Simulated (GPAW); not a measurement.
## PtS2: single point with PBE

PtS2:

```
Pt S
1.0
     3.54320    0.00000    0.00000
    -1.77160    3.06850    0.00000
     0.00000    0.00000    5.03880
Pt S
1 2
Direct
  0.00000 0.00000 0.00000
  0.66667 0.33333 0.77300
  0.33333 0.66667 0.22700
```

```
Program             : GPAW 26.7.0
Task                : single point
Functional          : PBE
Potentials or basis : GPAW PAW data sets (gpaw-data 1.2.1)
Cutoff              : 600 eV
Basis               : pw
k mesh              : 9 × 9 × 5
Occupations         : fermi-dirac, width 0.05 eV
Spin                : no spin polarisation
Maxiter             : 150
```

| Property | Result |
| --- | --- |
| Pressure | 11.7 GPa |
| Largest force | 1.292 eV/Å |
| Band gap on the k mesh | 0.99 eV, indirect (least direct gap 1.04 eV) |

Forces in eV/Å, atoms in the order of the input:
```
Pt   0.000  0.000  0.000
S    0.000  0.000 -1.292
S    0.000  0.000  1.292
```

Stress tensor (GPa, compression positive):
```
12.33  0.00  0.00
 0.00 12.33  0.00
 0.00  0.00 10.57
```

Levels at points of the mesh, in eV from the valence-band top:
```csv
k point,band 12,band 13,band 14,band 15,band 16,band 17
"(0.00, 0.00, 0.00)",-1.13,-1.13,-0.12,2.43,2.43,4.77
```

Wall time 43 s on 1 thread of Arm Neoverse V2, with other jobs on the host, peak memory 0.2 GiB.

Caveat: spin-orbit coupling is left out, which moves the levels of the heavy elements; an odd mesh through Γ misses points on the zone boundary, where band edges often lie; forces of over 1 eV/Å show positions far from the minimum, so gaps and moduli don't describe the material at rest.
